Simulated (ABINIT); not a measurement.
Set up this calculation in ABINIT 10.8.3 (patched build), as the native input.

| Quantity | Value |
| --- | --- |
| Task | band structure |
| Functional | PBE |
| Potentials or basis | PseudoDojo NC SR PBE v0.4.1 standard |
| Cutoff | 898 eV |
| k mesh | 8 × 8 × 5 |
| Occupations | fermi-dirac, width 0.05 eV |
| Spin | no spin polarisation |

ZrS2:

```
Zr S
1.0
     3.69138    0.00000    0.00000
    -1.84569    3.19683    0.00000
     0.00000    0.00000    6.04108
Zr S
1 2
Direct
  0.00000 0.00000 0.00000
  0.33333 0.66667 0.23791
  0.66667 0.33333 0.76209
```

The cell is a database's computed one.

The input as run:

run.abi

```
ndtset 2

pp_dirpath "./"
pseudos "Zr.upf, S.upf"

acell 3*1.0
rprim
     6.9757020403     0.0000000000     0.0000000000
    -3.4878510202     6.0411351761     0.0000000000
     0.0000000000     0.0000000000    11.4159810467
ntypat 2
znucl 40 16
natom 3
typat 1 2 2
xred
     0.0000000000     0.0000000000     0.0000000000
     0.3333333333     0.6666666667     0.2379099700
     0.6666666667     0.3333333333     0.7620900300

ecut 33.0

ixc 11

occopt 3
tsmear 0.05 eV

nstep 100

iomode 3
prtwf 0
prteig 0
prtebands 0
prtden1 1

kptopt1 1
ngkpt1 8 8 5
nshiftk1 1
shiftk1 0.0 0.0 0.0
nband1 16
tolvrs1 1.0e-10

iscf2 -2
getden2 1
nband2 22
nbdbuf2 4
tolwfr2 1.0e-11
kptopt2 -7
ndivsm2 8
prteig2 1
kptbounds2
     0.0000000000     0.0000000000     0.0000000000
     0.5000000000     0.0000000000     0.0000000000
     0.3333333333     0.3333333333     0.0000000000
     0.0000000000     0.0000000000     0.0000000000
     0.0000000000     0.0000000000     0.5000000000
     0.5000000000     0.0000000000     0.5000000000
     0.3333333333     0.3333333333     0.5000000000
     0.0000000000     0.0000000000     0.5000000000
```

Potentials or basis: PseudoDojo NC SR PBE v0.4.1 standard.

Command:

```bash
$ abinit run.abi > log 2>&1
```

It gave:

```yaml
Pressure: 0.5 GPa
Largest_force: 0.052 eV/Å
Band_gap_on_the_k_mesh: 1.05 eV, indirect (least direct gap 1.63 eV)
Band_gap_along_the_path: 1.03 eV, indirect (least direct gap 1.63 eV)
Valence_electrons_inside_the_program's_atomic_spheres: Zr 8.28; S 3.94
```

Caveat: this functional lacks dispersion, which binds the layers, so the pressure and a relaxed spacing across them are unreliable.

It took 5 min on 1 thread of Intel(R) Xeon(R) Platinum 8375C CPU @ 2.90GHz (Ice Lake), with other jobs on the host, peak memory 0.2 GiB.
